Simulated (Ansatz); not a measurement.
Ge in Ansatz: convergence with k mesh

Crystal: Ge.

```
Ge
1.0
    -1.60842    1.60842    1.87318
     1.60842   -1.60842    1.87318
     1.60842    1.60842   -1.87318
Ge
1
Cartesian
  0.0000 0.0000 1.8732
```

The cell was built by a generator and needn't be a form met in nature.

- Program: Ansatz 0.2.0
- Task: convergence study
- Functional: LDA
- Potentials or basis: Ansatz PAW
- Cutoff: 420 eV (not typed: the program's choice for these potentials)
- k mesh: 4 × 4 × 4
- Occupations: methfessel-paxton, width 0.1 eV
- Spin: spin-orbit coupling, no magnetisation

These are the settings of the first run; the series varies k mesh, with any setting tied to it.

Hardware: 2 threads of Arm Neoverse V1, with other jobs on the host.

```csv
k mesh,"energy less the tightest run, at zero smearing (meV/atom)",pressure (GPa),SCF cycles,CPU time (s),peak memory (GiB)
4 × 4 × 4,154.45,-6.00,7,1.3,0.29
6 × 6 × 6,35.88,-4.46,8,2.3,0.31
7 × 7 × 7,-13.65,-4.17,8,2.8,0.32
8 × 8 × 8,-24.92,-5.43,8,3.9,0.35
10 × 10 × 10,4.17,-4.99,8,6.4,0.38
13 × 13 × 13,-0.40,-5.09,8,12,0.43
16 × 16 × 16,2.21,-5.07,8,21,0.52
19 × 19 × 19,0.00,-4.97,8,33,0.65
```

Not settled before the last step: the energy (to 1 meV/atom), the pressure (to 0.1 GPa). Meshes of other sizes hit other points, so gaps and Fermi surfaces needn't settle smoothly. The tightest run that finished is the yardstick and may itself not be fully converged.

Caveat, for the tightest run too: the PAW data sets come from PBE, with cores solved anew for the run's functional, which leaves a small shift of forces and pressure.
